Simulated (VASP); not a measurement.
# RbBr (P4mm) in VASP: a series of runs, part 2 of 2

VASP 6.6.1. Earlier steps stand in the parts before.

### 3 Single point, PBEsol (mode 5 frozen in at -0.173 Å and mode 6 at +0.000 Å (largest displacements))

INCAR

```
PREC = Accurate ; ENCUT = 520
EDIFF = 1E-7 ; ISMEAR = 0
SIGMA = 0.05 ; LREAL = F
LASPH = T ; NELM = 100
ALGO = Fast ; ISIF = 2
LWAVE = F ; LCHARG = T
GGA = PS ; LELF = T
LVHAR = T ; NBANDS = 15
```

KPOINTS

```
Automatic mesh
0
Gamma
  6 6 6
```

POSCAR

```
RbBr
1.0
    4.0701688540      0.0000000000      0.0000000000
    0.0000000000      4.0701688540      0.0000000000
    0.0000000000      0.0000000000      4.0701688540
Rb Br
1 1
Direct
    0.0000000000     -0.0396914813      0.0000000000
    0.5000000000      0.5424552411      0.5000000000
```

Potentials or basis: VASP PAW PBE potentials, release 64 (Rb_sv, Br).

Command:

```
> cat potpaw_PBE.64/Rb_sv/POTCAR potpaw_PBE.64/Br/POTCAR > POTCAR
> mpirun -np 1 vasp_std > vasp.out
```

Wall time 37 s (1 thread of Intel Xeon Platinum 8488C (Sapphire Rapids), shared host); peak memory 0.18 GiB.

Results (log left out):

* Free energy: -6.2514 eV
* Pressure: 0.7 GPa
* Largest force: 0.300 eV/Å
* Band gap on the k mesh: 4.07 eV, indirect (least direct gap 4.22 eV)

Forces on the atoms (eV/Å):
```
Rb   0.000  0.300  0.000
Br   0.000 -0.300  0.000
```

Stress tensor (GPa, compression positive):
```
0.83 0.00 0.00
0.00 0.51 0.00
0.00 0.00 0.83
```

Levels at points of the mesh, in eV from the valence-band top:
| k point | band 4 | band 5 | band 6 | band 7 | band 8 | band 9 | band 10 | band 11 | band 12 | band 13 |
| --- | --- | --- | --- | --- | --- | --- | --- | --- | --- | --- |
| (0.00, 0.00, 0.00) | -8.91 | -8.89 | -0.20 | -0.15 | -0.15 | 4.07 | 5.39 | 5.70 | 9.95 | 10.16 |
| (0.50, 0.00, 0.00) | -8.86 | -8.84 | -1.84 | -0.29 | -0.19 | 6.70 | 7.03 | 7.71 | 8.21 | 10.05 |
| (0.00, 0.50, 0.00) | -8.85 | -8.85 | -1.84 | -0.24 | -0.24 | 6.65 | 7.19 | 7.88 | 8.83 | 9.75 |
| (0.50, 0.50, 0.00) | -9.22 | -8.81 | -1.12 | -1.09 | -0.04 | 5.26 | 6.16 | 7.97 | 8.06 | 10.79 |
| (0.50, 0.00, 0.50) | -9.28 | -8.82 | -1.08 | -1.08 | 0.00 | 5.28 | 6.33 | 8.01 | 8.01 | 11.19 |
| (0.50, 0.50, 0.50) | -9.18 | -9.17 | -1.44 | -1.41 | -1.41 | 7.88 | 7.88 | 8.35 | 9.67 | 10.04 |

Caveat: the PAW data sets were made with another functional, which shifts forces and pressure a little.

### 4 Single point, PBEsol (mode 5 frozen in at -0.346 Å and mode 6 at -0.086 Å (largest displacements))

INCAR

```
ALGO     = Normal         # electronic algorithm
EDIFF    = 1E-7           # SCF threshold, eV
ENCUT    = 520            # plane-wave cutoff, eV
GGA      = PS             # functional
ISIF     = 2              # what is computed and relaxed
ISMEAR   = 0              # smearing method
LASPH    = T              # aspherical terms in the spheres
LCHARG   = F              # write CHGCAR
LREAL    = F              # projectors in reciprocal space
LWAVE    = F              # write WAVECAR
NBANDS   = 15             # bands
NELM     = 100            # most SCF steps
PREC     = Accurate       # precision mode
SIGMA    = 0.05           # smearing width, eV
```

KPOINTS

```
k-points
0
Gamma
  6 6 6
```

POSCAR

```
RbBr
1.0
    4.0701688540      0.0000000000      0.0000000000
    0.0000000000      4.0701688540      0.0000000000
    0.0000000000      0.0000000000      4.0701688540
Rb Br
1 1
Direct
    0.0000000000     -0.0793829626     -0.0198457406
    0.5000000000      0.5849104822      0.5212276205
```

Command:

```
> cat potpaw_PBE.64/Rb_sv/POTCAR potpaw_PBE.64/Br/POTCAR > POTCAR
> mpirun -np 1 vasp_std > vasp.out
```

Wall time 50 s (1 thread of Intel Xeon Platinum 8488C (Sapphire Rapids), shared host); peak memory 0.21 GiB.

It converged, with:

```yaml
Free_energy: -6.0638 eV
Pressure: 2.8 GPa
Largest_force: 0.792 eV/Å
Band_gap_on_the_k_mesh: 4.11 eV, indirect (least direct gap 4.26 eV)
```

Forces on the atoms (eV/Å):
```
Rb   0.000  0.689  0.390
Br   0.000 -0.689 -0.390
```

Stress tensor (GPa, compression positive):
```
3.55 0.00 0.00
0.00 1.67 1.30
0.00 1.30 3.26
```

Levels at points of the mesh, in eV from the valence-band top:
```tsv
k point	band 5	band 6	band 7	band 8	band 9	band 10	band 11	band 12
(0.00, 0.00, 0.00)	-8.75	-0.31	-0.15	-0.15	4.11	5.38	6.50	9.76
(0.50, 0.00, 0.00)	-8.72	-1.77	-0.39	-0.06	6.37	6.72	7.72	7.88
(0.00, 0.50, 0.00)	-8.75	-1.76	-0.21	-0.19	6.34	7.34	8.10	9.15
(0.00, 0.00, 0.50)	-8.73	-1.78	-0.41	-0.06	6.37	6.74	7.82	8.07
(0.50, 0.50, 0.00)	-8.69	-1.15	-1.07	-0.18	5.44	6.32	8.12	8.44
(0.00, 0.50, 0.50)	-8.69	-1.17	-1.07	-0.20	5.42	6.31	8.09	8.51
(0.50, 0.00, 0.50)	-8.72	-0.99	-0.98	-0.02	5.51	6.85	8.21	8.22
(0.50, 0.50, 0.50)	-9.06	-1.38	-1.24	-1.22	7.29	7.30	8.60	10.01
```

Caveat: the PAW data sets were made with another functional, which shifts forces and pressure a little. A k mesh can miss the band edges.

### 5 Overview

| cell | gap on the mesh (eV) | pressure (GPa) | largest force (eV/Å) |
| --- | --- | --- | --- |
| mode 5 frozen in at -0.086 Å and mode 6 at +0.000 Å (largest displacements) | 4.05 | 0.2 | 0.15 |
| mode 5 frozen in at -0.173 Å and mode 6 at +0.000 Å (largest displacements) | 4.07 | 0.7 | 0.30 |
| mode 5 frozen in at -0.346 Å and mode 6 at -0.086 Å (largest displacements) | 4.11 | 2.8 | 0.79 |

Alike in all rows: task single point; level PBEsol; potentials or basis VASP PAW PBE potentials, release 64 (Rb_sv, Br); no spin polarisation; k mesh 6 × 6 × 6; cutoff (eV) 520; smearing gaussian 0.05 eV.

Caveats: the PAW data sets were made with another functional, which shifts forces and pressure a little.

Total energies depend on the potentials used, so only differences within one code and one set of settings carry meaning.
